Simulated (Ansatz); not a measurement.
Reactions of `FCC(F)(C(F)(F)F)C(F)(F)F`.

Computed with Ansatz on PBE0-D4/def2-TZVP structures; ΔE is electronic, products minus reactants. CCSD(T)/CBS is the MP2 limit (def2-TZVPP, def2-QZVPP) plus CCSD(T) − MP2 in def2-TZVPP, frozen cores. This one scheme is used for every species, atoms too. For atomizations the MP2-based limit and the directly extrapolated one differ by several kJ/mol either way, and by 10 to 25 for some Ge, Se and Sn compounds, so smaller differences from it don't rank the levels. DFT in def2-TZVPP. No spin–orbit coupling; open shells (•) take unrestricted orbitals. Spin–orbit coupling would lower the free atoms: a little for C, F. One conformer a species, not always the lowest.

| reaction | CCSD(T)/CBS(def2) (kJ/mol) |
| --- | --- |
| `FCC(F)(C(F)(F)F)C(F)(F)F` → `FC(F)C(F)(C(F)F)C(F)(F)F` | ? |
| `FCC(F)(C(F)(F)F)C(F)(F)F` → `FC(F)C(F)(F)C(F)C(F)(F)F` | 16 |
| `FCC(F)(C(F)(F)F)C(F)(F)F` → 4 C• + 8 F• + 2 H• | ? |
| `FCC(F)(C(F)(F)F)C(F)(F)F` → `FC(F)(F)C(F)(F)C(F)(F)F` + `[CH2]` (triplet) | 420 |
| `FCC(F)(C(F)(F)F)C(F)(F)F` + H–F → `FCC(F)(F)C(F)(F)F` + `FC(F)F` | ? |
| `FCC(F)(C(F)(F)F)C(F)(F)F` + H–F → `FC(F)(F)C(F)(F)C(F)(F)F` + `CF` | 42 |
| `FCC(F)(C(F)(F)F)C(F)(F)F` + `FCF` → `FCC(F)(C(F)F)C(F)(F)F` + `FC(F)F` | -21 |
| `FCC(F)(C(F)(F)F)C(F)(F)F` + H₂ → `FCC(F)(C(F)F)C(F)(F)F` + H–F | -68 |
| `FCC(F)(C(F)(F)F)C(F)(F)F` → `FCC(F)(F)C(F)(F)C(F)(F)F` | 24 |
| `FCC(F)(C(F)(F)F)C(F)(F)F` → `FCC(F)(F)C(F)(F)F` + `F[C]F` | 252 |

(1) Fill in the missing values. (Estimate.)

Largest T1 diagnostic: 0.017, for `F[C]F`.

Answers

(1) The calculation gave: `FCC(F)(C(F)(F)F)C(F)(F)F` → `FC(F)C(F)(C(F)F)C(F)(F)F`: +24.2 kJ/mol; `FCC(F)(C(F)(F)F)C(F)(F)F` → 4 C• + 8 F• + 2 H•: +5825.1 kJ/mol; `FCC(F)(C(F)(F)F)C(F)(F)F` + H–F → `FCC(F)(F)C(F)(F)F` + `FC(F)F`: +8.2 kJ/mol.
